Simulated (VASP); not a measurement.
# Ba (R-3m) in VASP: further runs

Runs on Ba. Level: PBE. Tasks: single point.

Program: VASP 6.6.1. These are calculated values, not measurements. Logs are shortened: lines on timing, memory, paths and dates and some standing lists are left out, and cuts for length are marked.

### 1 The cell of the first run

It takes space group R-3m (No. 166, trigonal). The conventional cell has a = 5.558 Å, b = 5.558 Å, c = 7.215 Å, α = 90.00°, β = 90.00°, γ = 120.00°. Around Ba (site symmetry -3m) lie 6 Ba at 4.01 Å.

This isn't the form of Ba at room conditions, which is bcc.

### 2 Single point, PBE (strained and moved within a subgroup)

Contents of INCAR:

```
SYSTEM = Ba
  PREC = Accurate
  ENCUT = 520
  EDIFF = 1E-7
  ISMEAR = 0
  SIGMA = 0.1
  LREAL = .FALSE.
  LASPH = .TRUE.
  NELM = 100
  ALGO = Normal
  ISIF = 2
  LWAVE = .FALSE.
  LCHARG = .FALSE.
  GGA = PE
  NBANDS = 11
```

Contents of KPOINTS:

```
Automatic mesh
0
G
  9 9 9
  0 0 0
```

Contents of POSCAR:

```
Ba
1.0
    4.0086477646     -0.0783543508     -0.0783543508
   -0.0783543508      4.0086477646      0.0783543508
   -0.0783543508      0.0783543508      4.0086477646
Ba
1
Direct
    0.0000000000      0.0000000000      0.0000000000
```

Potentials or basis: VASP PAW PBE potentials, release 64 (Ba_sv).

Launch:

```console
cat potpaw_PBE.64/Ba_sv/POTCAR > POTCAR
mpirun -np 1 vasp_std > vasp.out
```

OUTCAR:

```text
SYSTEM = Ba
   PREC = Accurate
   ENCUT = 520
   EDIFF = 1E-7
   ISMEAR = 0
   LREAL = .FALSE.
   LASPH = .TRUE.
   NELM = 100
   ISIF = 2
   GGA = PE

 ion  position               nearest neighbor table
   1  0.000  0.000  0.000-

  LATTYP: Found a trigonal (rhomboedric) cell.
 ALAT       =     4.0101790121
 COS(alpha) =     0.0394445781

  Lattice vectors:

 A1 = (  -0.0783543508,   4.0086477646,   0.0783543508)
 A2 = (  -4.0086477646,   0.0783543508,   0.0783543508)
 A3 = (  -0.0783543508,   0.0783543508,   4.0086477646)

Analysis of symmetry for initial positions (statically):
=====================================================================
 Subroutine PRICEL returns:
 Original cell was already a primitive cell.

 Routine SETGRP: Setting up the symmetry group for a
 trigonal (rhombohedral) supercell.

 Subroutine GETGRP returns: Found 12 space group operations
 (whereof 12 operations were pure point group operations)
 out of a pool of 12 trial point group operations.

The static configuration has the point symmetry D_3d.

Analysis of symmetry for dynamics (positions and initial velocities):
=====================================================================
 Subroutine PRICEL returns:
 Original cell was already a primitive cell.

 Routine SETGRP: Setting up the symmetry group for a
 trigonal (rhombohedral) supercell.

 Subroutine GETGRP returns: Found 12 space group operations
 (whereof 12 operations were pure point group operations)
 out of a pool of 12 trial point group operations.

The dynamic configuration has the point symmetry D_3d.

 Subroutine INISYM returns: Found 12 space group operations
 (whereof 12 operations are pure point group operations),
 and found     1 'primitive' translations

----------------------------------------------------------------------------------------

                                     Primitive cell

  volume of cell :      64.3431

  direct lattice vectors                    reciprocal lattice vectors
     4.008647765 -0.078354351 -0.078354351     0.249647784  0.004786146  0.004786146
    -0.078354351  4.008647765  0.078354351     0.004786146  0.249647784 -0.004786146
    -0.078354351  0.078354351  4.008647765     0.004786146 -0.004786146  0.249647784

  length of vectors
     4.010179012  4.010179012  4.010179012     0.249739525  0.249739525  0.249739525

  position of ions in fractional coordinates (direct lattice)
     0.000000000  0.000000000  0.000000000

  ion indices of the primitive-cell ions
   primitive index   ion index
                 1           1

----------------------------------------------------------------------------------------

 KPOINTS: Automatic mesh

Automatic generation of k-mesh.
 Grid dimensions read from file:
 generate k-points for:    9    9    9

 Generating k-lattice:

  Cartesian coordinates                     Fractional coordinates (reciprocal lattice)
     0.027738643  0.000531794  0.000531794     0.111111111  0.000000000  0.000000000
     0.000531794  0.027738643 -0.000531794     0.000000000  0.111111111  0.000000000
     0.000531794 -0.000531794  0.027738643     0.000000000  0.000000000  0.111111111

  Length of vectors
     0.027748836  0.027748836  0.027748836

  Shift w.r.t. Gamma in fractional coordinates (k-lattice)
     0.000000000  0.000000000  0.000000000

 Subroutine IBZKPT returns following result:
 ===========================================

 Found     85 irreducible k-points:

 Following reciprocal coordinates:
            Coordinates               Weight
  0.000000  0.000000  0.000000      1.000000
  0.111111 -0.000000  0.000000      6.000000
  0.222222  0.000000  0.000000      6.000000
  0.333333  0.000000  0.000000      6.000000
  0.444444  0.000000  0.000000      6.000000
  0.111111  0.111111  0.000000      6.000000
[... 16 lines left out ...]
 -0.333333  0.333333 -0.000000      6.000000
  0.444444  0.444444  0.000000      6.000000
 [... further k-points ...]
   k-points           NKPTS =     85   k-points in BZ     NKDIM =     85   number of bands    NBANDS=     11
   number of dos      NEDOS =    301   number of ions     NIONS =      1
   total plane-waves  NPLWV =  27000
   dimension x,y,z NGX =    30 NGY =   30 NGZ =   30
   dimension x,y,z NGXF=    60 NGYF=   60 NGZF=   60
   ions per type =               1
   NGX,Y,Z   is equivalent  to a cutoff of  12.44, 12.44, 12.44 a.u.
   NGXF,Y,Z  is equivalent  to a cutoff of  24.87, 24.87, 24.87 a.u.
 SYSTEM =  Ba
   PREC   = accura    normal or accurate (medium, high low for compatibility)
   ISTART =      0    job   : 0-new  1-cont  2-samecut
   ICHARG =      2    charge: 1-file 2-atom 10-const
   ISPIN  =      1    spin polarized calculation?
   LNONCOLLINEAR =      F non collinear calculations
   LSORBIT =      F    spin-orbit coupling
   LASPH  =      T    aspherical Exc in radial PAW
   ENCUT  =  520.0 eV  38.22 Ry    6.18 a.u.   7.46  7.46  7.46*2*pi/ulx,y,z
   NELM   =    100;   NELMIN=  2; NELMDL= -5     # of ELM steps
   EDIFF  = 0.1E-06   stopping-criterion for ELM
   LREAL  =      F    real-space projection
   EDIFFG = 0.1E-05   stopping-criterion for IOM
   NSW    =      0    number of steps for IOM
   IBRION =     -1    ionic relax: 0-MD 1-quasi-New 2-CG
   NFREE  =      0    steps in history (QN), initial steepest desc. (CG)
   ISIF   =      2    stress and relaxation
   ISYM   =      2    0-nonsym 1-usesym 2-fastsym
   POTIM  = 0.5000    time-step for ionic-motion
   TEBEG  =    0.0;   TEEND  =   0.0 temperature during run
   PSTRESS=    0.0 pullay stress
   NELECT =      10.0000    total number of electrons
   NUPDOWN=      -1.0000    fix difference up-down
   EMIN   =  10.00;   EMAX   =-10.00  energy-range for DOS
   EFERMI =   0.00;   METHOD = LEGACY
   ISMEAR =     0;   SIGMA  =   0.10  broadening in eV -4-tet -1-fermi 0-gaus
   EFERMI_NEDOS =   21; number of points for ismear=-14 and -15
   IALGO  =     38    algorithm
   IMIX   =      4    mixing-type and parameters
     AMIX     =   0.40;   BMIX     =  1.00
     AMIX_MAG =   1.60;   BMIX_MAG =  1.00
  volume/ion in A,a.u.               =      64.34       434.21
  Fermi-wavevector in a.u.,A,eV,Ry     =   0.880185  1.663309 10.540790  0.774726
  Thomas-Fermi vector in A             =   2.000511
   LORBIT       =      0    0 simple, 1 ext, 2 COOP (PROOUT), +10 PAW based schemes
   GGA     = PE    functional components
   LHFCALC =     F    Hartree Fock is set to
   AEXX    =    0.0000 exact exchange contribution
   IVDW    =     0    specifies the selected vdW correction
   LEPSILON=     F    determine dielectric tensor
   LRPA    =     F    only Hartree local field effects (RPA)
 non-spin polarized calculation
 Gauss-broadening in eV      SIGMA  =   0.10
  energy-cutoff  :      520.00
  volume of cell :       64.34
 maximum number of plane-waves:      1752
 NGX is ok and might be reduce to    30
   NGX = 15   NGY = 15   NGZ = 15

 number of electron      10.0000000 magnetization

 number of electron       9.9999997 magnetization

 Free energy of the ion-electron system (eV)
  ---------------------------------------------------
  ext. energy  EPLUGINS =         0.00000000
  ---------------------------------------------------
  free energy    TOTEN  =        -1.60547153 eV

  energy without entropy =       -1.60421788  energy(sigma->0) =       -1.60484470

 E-fermi :   1.4970     XC(G=0):  -7.3261

 val. band max:        1.3941059047   @ k =   0.4444   0.4444   0.4444
 cond. band min:       1.5734843518   @ k =   0.4444   0.4444   0.4444
 fundamental gap:      0.1793784471
 Fermi energy:         1.4970314816

 k-point     1 :       0.0000    0.0000    0.0000
  band No.  band energies     occupation
      1     -27.7058      2.00000
      2     -12.5826      2.00000
      3     -12.5826      2.00000
      4     -12.5690      2.00000
      5      -1.0624      2.00000
      6       1.5903      0.18728
      7       1.5903      0.18728
      8       6.1132      0.00000
      9       6.1132      0.00000
     10       6.1587      0.00000
     11       8.5798      0.00000

 k-point     2 :       0.1111   -0.0000    0.0000
  band No.  band energies     occupation
      1     -27.7001      2.00000
      2     -12.6569      2.00000
      3     -12.5759      2.00000
      4     -12.5667      2.00000
      5      -0.8875      2.00000
      6       1.6445      0.03700
      7       1.7611      0.00019
      8       5.6999      0.00000
      9       5.7276      0.00000
     10       6.1553      0.00000
     11       8.1638      0.00000

 k-point     3 :       0.2222    0.0000    0.0000
  band No.  band energies     occupation
      1     -27.6855      2.00000
      2     -12.8482      2.00000
      3     -12.5590      2.00000
      4     -12.5504      2.00000
      5      -0.4327      2.00000
      6       1.7900      0.00003
      7       2.1720      0.00000
      8       4.9771      0.00000
      9       5.0211      0.00000
     10       6.2220      0.00000
     11       7.2157      0.00000

 k-point     4 :       0.3333    0.0000    0.0000
  band No.  band energies     occupation
      1     -27.6689      2.00000
      2     -13.0542      2.00000
      3     -12.5397      2.00000
      4     -12.5313      2.00000
      5       0.1553      2.00000
      6       1.9717      0.00000
      7       2.4294      0.00000
      8       4.3927      0.00000
      9       4.4568      0.00000
     10       6.3021      0.00000
     11       6.9942      0.00000
[... 239 lines left out ...]
 k-point    22 :      -0.4444    0.3333   -0.0000
  band No.  band energies     occupation
      1     -27.6221      2.00000
      2     -13.1186      2.00000
      3     -12.9707      2.00000
      4     -12.4827      2.00000
      5       0.9079      2.00000
      6       1.8247      0.00000
      7       3.7937      0.00000
      8       4.4215      0.00000
      9       4.4708      0.00000
     10       4.8777      0.00000
     11       7.5899      0.00000

 k-point    23 :      -0.3333    0.3333   -0.0000
  band No.  band energies     occupation
      1     -27.6328      2.00000
      2     -13.0118      2.00000
      3     -12.9697      2.00000
      4     -12.4949      2.00000
      5       0.8721      2.00000
      6       1.7995      0.00002
      7       3.7491      0.00000
      8       3.8350      0.00000
      9       4.6395      0.00000
     10       4.8955      0.00000
     11       7.6370      0.00000

 k-point    24 :       0.4444    0.4444    0.0000
  band No.  band energies     occupation
      1     -27.6114      2.00000
      2     -13.1166      2.00000
      3     -13.0777      2.00000
      4     -12.4706      2.00000
      5       0.6722      2.00000
      6       2.0669      0.00000
      7       4.3798      0.00000
      8       4.4825      0.00000
      9       4.6021      0.00000
     10       4.7621      0.00000
     11       7.4852      0.00000

 [... further k-points ...]

------------------------ aborting loop because EDIFF is reached ----------------------------------------

  FORCE on cell =-STRESS in cart. coord.  units (eV):
  Direction    XX          YY          ZZ          XY          YZ          ZX
  --------------------------------------------------------------------------------------
  -------------------------------------------------------------------------------------
  Total       -0.0772361     -0.0772361     -0.0772361     -0.0816034      0.0816034     -0.0816034
  in kB       -1.9232181     -1.9232181     -1.9232181     -2.0319674      2.0319674     -2.0319674
  external PRESSURE =      -1.9232181 kB  Pullay stress =       0.0000000 kB

 VOLUME and BASIS-vectors are now :
 -----------------------------------------------------------------------------
  energy-cutoff  :      520.00
  volume of cell :       64.34
      direct lattice vectors                 reciprocal lattice vectors
     4.008647765 -0.078354351 -0.078354351     0.249647784  0.004786146  0.004786146
    -0.078354351  4.008647765  0.078354351     0.004786146  0.249647784 -0.004786146
    -0.078354351  0.078354351  4.008647765     0.004786146 -0.004786146  0.249647784

 POSITION                                       TOTAL-FORCE (eV/Angst)
 -----------------------------------------------------------------------------------
      0.00000      0.00000      0.00000         0.000000      0.000000      0.000000
 -----------------------------------------------------------------------------------
    total drift:                               -0.000000      0.000000     -0.000000

  FREE ENERGIE OF THE ION-ELECTRON SYSTEM (eV)
  ---------------------------------------------------
  free  energy   TOTEN  =        -1.6054715277 eV

  energy  without entropy=       -1.6042178792  energy(sigma->0) =       -1.60484470
```

Run time: 19 s. Hardware: 1 thread of AMD EPYC 9R45 (Zen 5), shared host; peak memory 0.17 GiB.

Results:

```yaml
Free_energy: -1.6055 eV
Pressure: -0.2 GPa
Band_gap_on_the_k_mesh: 0.18 eV, direct
```

Caveat: spin-orbit coupling is left out, which moves the levels of the heavy elements; an odd mesh through Γ misses points on the zone boundary, where band edges often lie.

### 3 Single point, PBE (Ba replaced by Ca, lengths x 0.891, strained and moved within the space group)

Contents of INCAR:

```
SYSTEM = Ca
ALGO = Normal ; EDIFF = 1E-7
ENCUT = 520 ; GGA = PE
ISIF = 2 ; ISMEAR = 0
LASPH = .True. ; LCHARG = .False.
LREAL = .False. ; LWAVE = .False.
NBANDS = 11 ; NELM = 100
PREC = Accurate ; SIGMA = 0.1
```

Contents of KPOINTS:

```
k-points
0
Gamma
  6 6 6
  0 0 0
```

Contents of POSCAR:

```
Ca
1.0
    3.4935236307      0.0000000000      0.0000000000
    0.0000000000      3.4935236307      0.0000000000
    0.0000000000      0.0000000000      3.4935236307
Ca
1
Direct
    0.0000000000      0.0000000000      0.0000000000
```

Potentials or basis: VASP PAW PBE potentials, release 64 (Ca_sv).

Launch:

```console
cat potpaw_PBE.64/Ca_sv/POTCAR > POTCAR
mpirun -np 1 vasp_std > vasp.out
```

It took 5 s on 1 thread of AMD EPYC 9R45 (Zen 5), shared host; peak memory 0.12 GiB.

It converged, with:

| Property | Result |
| --- | --- |
| Free energy | -1.5449 eV |
| Pressure | 0.5 GPa |
| Band gap on the k mesh | none (metal or under the smearing width) |

Levels at points of the mesh, in eV from the Fermi level:
| k point | band 1 | band 2 | band 3 | band 4 | band 5 | band 6 | band 7 | band 8 | band 9 | band 10 |
| --- | --- | --- | --- | --- | --- | --- | --- | --- | --- | --- |
| (0.00, 0.00, 0.00) | -42.04 | -22.93 | -22.93 | -22.93 | -3.69 | 0.99 | 0.99 | 4.28 | 4.28 | 4.28 |
| (0.50, 0.00, 0.00) | -42.02 | -23.15 | -22.91 | -22.91 | -1.02 | -0.33 | 1.49 | 3.04 | 3.04 | 4.39 |
| (0.50, 0.50, 0.00) | -42.00 | -23.12 | -23.12 | -22.89 | -0.22 | 1.09 | 2.56 | 2.56 | 3.34 | 3.34 |
| (0.50, 0.50, 0.50) | -41.98 | -23.09 | -23.09 | -23.09 | 0.84 | 0.84 | 0.84 | 5.04 | 5.04 | 5.74 |

### 4 Single point, PBE (strained and moved within a subgroup)

Contents of INCAR:

```
SYSTEM = Ba
ALGO = Fast
EDIFF = 1E-6
ENCUT = 520
GGA = PE
ISIF = 2
ISMEAR = 0
LASPH = .True.
LCHARG = .False.
LREAL = .False.
LWAVE = .False.
NBANDS = 11
NELM = 100
PREC = Accurate
SIGMA = 0.1
```

Contents of KPOINTS:

```
k-points
0
Gamma
  10 10 10
  0 0 0
```

Contents of POSCAR:

```
Ba
1.0
    3.9347987890      0.2350630524     -0.0638979731
    0.2350630524      3.9347987890     -0.0638979731
   -0.0638979731     -0.0638979731      3.8500977358
Ba
1
Direct
    0.0000000000      0.0000000000      0.0000000000
```

Potentials or basis: VASP PAW PBE potentials, release 64 (Ba_sv).

Launch:

```console
cat potpaw_PBE.64/Ba_sv/POTCAR > POTCAR
mpirun -np 1 vasp_std > vasp.out
```

Run time: 1.8 min. Hardware: 1 thread of Intel Xeon Platinum 8488C (Sapphire Rapids), shared host; peak memory 0.3 GiB.

It converged, with:

- Free energy: -1.6085 eV
- Pressure: 0.4 GPa
- Band gap on the k mesh: none (metal or under the smearing width)

Stress tensor (GPa, compression positive):
```
 0.24  0.58 -0.14
 0.58  0.24 -0.14
-0.14 -0.14  0.86
```

Levels at points of the mesh, in eV from the Fermi level:
| k point | band 3 | band 4 | band 5 | band 6 | band 7 | band 8 |
| --- | --- | --- | --- | --- | --- | --- |
| (0.00, 0.00, 0.00) | -13.94 | -13.90 | -2.62 | 0.01 | 0.09 | 4.60 |
| (0.50, 0.00, 0.00) | -13.90 | -13.83 | -0.75 | 0.52 | 0.83 | 2.83 |
| (0.50, 0.50, 0.00) | -14.50 | -13.77 | -1.04 | 0.61 | 2.86 | 3.15 |
| (0.00, 0.00, 0.50) | -13.89 | -13.86 | -0.64 | 0.74 | 0.91 | 2.49 |
| (0.50, 0.00, 0.50) | -14.55 | -13.82 | -1.08 | 0.66 | 2.98 | 3.39 |
| (0.50, 0.50, 0.50) | -14.51 | -14.39 | -0.46 | 0.05 | 0.21 | 3.92 |

### 5 Overview

```tsv
potentials or basis	cell	k mesh	gap on the mesh (eV)	pressure (GPa)
VASP PAW PBE potentials, release 64 (Ba_sv)	strained and moved within a subgroup	9 × 9 × 9	0.18	-0.2
VASP PAW PBE potentials, release 64 (Ca_sv)	Ba replaced by Ca, lengths x 0.891, strained and moved within the space group	6 × 6 × 6	none	0.5
VASP PAW PBE potentials, release 64 (Ba_sv)	strained and moved within a subgroup	10 × 10 × 10	none	0.4
```

Alike in all rows: task single point; level PBE; no spin polarisation; cutoff (eV) 520; smearing gaussian 0.1 eV.

Caveats: spin-orbit coupling is left out, which moves the levels of the heavy elements (some runs); an odd mesh through Γ misses points on the zone boundary, where band edges often lie (some runs).

Total energies depend on the potentials used, so only differences within one code and one set of settings carry meaning.
